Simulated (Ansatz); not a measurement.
# Molecular dynamics of TiO$_{2}$

input.yaml

```yaml
crystal:
  lattice:
    - [6.153577, -1.883468, 0.0]
    - [6.153577, 1.883468, 0.0]
    - [-1.928326, 0.0, 6.328967]
  atoms:
    - { symbol: Ti, position: [0.804714, 0.804714, 0.716238] }
    - { symbol: Ti, position: [0.099929, 0.099929, 0.710398] }
    - { symbol: Ti, position: [0.195286, 0.195286, 0.283762] }
    - { symbol: Ti, position: [0.900071, 0.900071, 0.289602] }
    - { symbol: O, position: [0.0583525, 0.0583525, 0.369979] }
    - { symbol: O, position: [0.638069, 0.638069, 0.706603] }
    - { symbol: O, position: [0.1328115, 0.1328115, 0.004709] }
    - { symbol: O, position: [0.9416475, 0.9416475, 0.630021] }
    - { symbol: O, position: [0.7365115, 0.7365115, 0.3475] }
    - { symbol: O, position: [0.8671885, 0.8671885, 0.995291] }
    - { symbol: O, position: [0.2634885, 0.2634885, 0.6525] }
    - { symbol: O, position: [0.361931, 0.361931, 0.293397] }
basis:
  ecutwfc: 500.0
kpoints:
  mp_grid: { grid: [5, 5, 3] }
hamiltonian:
  xc: r2scan
  dispersion: d3bj
  pseudopotentials: { kind: paw, azcp: { folder: soft_1 } }
scf:
  occupations: { method: fermi_dirac, width: 0.36 }
  lower_state_search: "off"
md:
  timestep: 0.75
  n_steps: 70
  ensemble: nvt_langevin
  temperature: 4200.0
  initial_velocities: maxwell_boltzmann
  seed: 244960
  friction: 0.02
```

Run as:

```bash
$ ansatz run input.yaml --threads 4 --pin off --max-ram 10240MiB --backend cpu --events-out ev --progress --plain --runs-dir out
```

It starts from an unrelaxed structure (largest force component 0.23 eV/Å).

Output, in part (one step line in 3):

```
md step     0: t =     0.00 fs  T =  3850.0 K  F+E_penalty+E_count = -14586.44762951 eV  E_kin = 5.971812 eV  (14 SCF iters)
md step     3: t =     2.25 fs  T =  4090.7 K  F+E_penalty+E_count = -14586.25579902 eV  E_kin = 6.345148 eV  (11 SCF iters)
md step     6: t =     4.50 fs  T =  3646.3 K  F+E_penalty+E_count = -14585.76333841 eV  E_kin = 5.655918 eV  (7 SCF iters)
md step     9: t =     6.75 fs  T =  3892.6 K  F+E_penalty+E_count = -14585.03832420 eV  E_kin = 6.037833 eV  (7 SCF iters)
md step    12: t =     9.00 fs  T =  2704.0 K  F+E_penalty+E_count = -14584.19979771 eV  E_kin = 4.194175 eV  (7 SCF iters)
md step    15: t =    11.25 fs  T =  1966.9 K  F+E_penalty+E_count = -14583.53939694 eV  E_kin = 3.050895 eV  (8 SCF iters)
md step    18: t =    13.50 fs  T =  2072.4 K  F+E_penalty+E_count = -14583.23573525 eV  E_kin = 3.214522 eV  (8 SCF iters)
md step    21: t =    15.75 fs  T =  1958.3 K  F+E_penalty+E_count = -14583.26086365 eV  E_kin = 3.037552 eV  (7 SCF iters)
md step    24: t =    18.00 fs  T =  2243.3 K  F+E_penalty+E_count = -14583.45861486 eV  E_kin = 3.479564 eV  (8 SCF iters)
md step    27: t =    20.25 fs  T =  2266.0 K  F+E_penalty+E_count = -14583.53298870 eV  E_kin = 3.514858 eV  (7 SCF iters)
md step    30: t =    22.50 fs  T =  2937.3 K  F+E_penalty+E_count = -14583.41304398 eV  E_kin = 4.556039 eV  (11 SCF iters)
md step    33: t =    24.75 fs  T =  2733.1 K  F+E_penalty+E_count = -14583.17466228 eV  E_kin = 4.239327 eV  (7 SCF iters)
md step    36: t =    27.00 fs  T =  2451.5 K  F+E_penalty+E_count = -14582.83473654 eV  E_kin = 3.802494 eV  (8 SCF iters)
md step    39: t =    29.25 fs  T =  2757.4 K  F+E_penalty+E_count = -14582.49670397 eV  E_kin = 4.277088 eV  (8 SCF iters)
md step    42: t =    31.50 fs  T =  2612.8 K  F+E_penalty+E_count = -14582.09384058 eV  E_kin = 4.052821 eV  (8 SCF iters)
md step    45: t =    33.75 fs  T =  2236.4 K  F+E_penalty+E_count = -14581.70564985 eV  E_kin = 3.468984 eV  (8 SCF iters)
md step    48: t =    36.00 fs  T =  2321.2 K  F+E_penalty+E_count = -14581.34001827 eV  E_kin = 3.600528 eV  (8 SCF iters)
md step    51: t =    38.25 fs  T =  2910.2 K  F+E_penalty+E_count = -14581.15538349 eV  E_kin = 4.514141 eV  (8 SCF iters)
md step    54: t =    40.50 fs  T =  2885.3 K  F+E_penalty+E_count = -14581.05055942 eV  E_kin = 4.475473 eV  (8 SCF iters)
md step    57: t =    42.75 fs  T =  3827.5 K  F+E_penalty+E_count = -14581.36618750 eV  E_kin = 5.936969 eV  (8 SCF iters)
md step    60: t =    45.00 fs  T =  4692.7 K  F+E_penalty+E_count = -14581.93426457 eV  E_kin = 7.278962 eV  (10 SCF iters)
md step    63: t =    47.25 fs  T =  5344.5 K  F+E_penalty+E_count = -14582.36509205 eV  E_kin = 8.290036 eV  (8 SCF iters)
md step    66: t =    49.50 fs  T =  5475.4 K  F+E_penalty+E_count = -14582.56074895 eV  E_kin = 8.492930 eV  (7 SCF iters)
md step    69: t =    51.75 fs  T =  5278.6 K  F+E_penalty+E_count = -14582.50059473 eV  E_kin = 8.187803 eV  (8 SCF iters)
md step    70: t =    52.50 fs  T =  4867.3 K  F+E_penalty+E_count = -14582.40168209 eV  E_kin = 7.549706 eV  (10 SCF iters)
```

All steps were run. The mean temperature of the second half is 15 % below the set value. A run of 0.052 ps of so small a system gives no equilibrium averages.

Mean squared displacements from the first frame to the last, about the centre of mass: Ti 0.12 Å², O 0.14 Å².

Last frame:

```xyz
12
Lattice="6.1536 -1.8835 0.0000 6.1536 1.8835 0.0000 -1.9283 0.0000 6.3290" Properties=species:S:1:pos:R:3
Ti 8.546 0.056 4.463
Ti -0.379 -0.400 4.373
Ti 1.356 -0.246 1.672
Ti 10.383 0.252 1.497
O -0.275 -0.128 2.325
O 6.380 -0.252 4.213
O 1.503 -0.432 -0.101
O 10.232 0.065 4.223
O 7.986 0.061 2.202
O 8.875 0.337 6.183
O 2.071 0.002 3.746
O 4.090 0.340 1.569
```

The run took 20 min on 4 threads of Arm Neoverse V2 (shared host), peak memory 1.3 GiB.
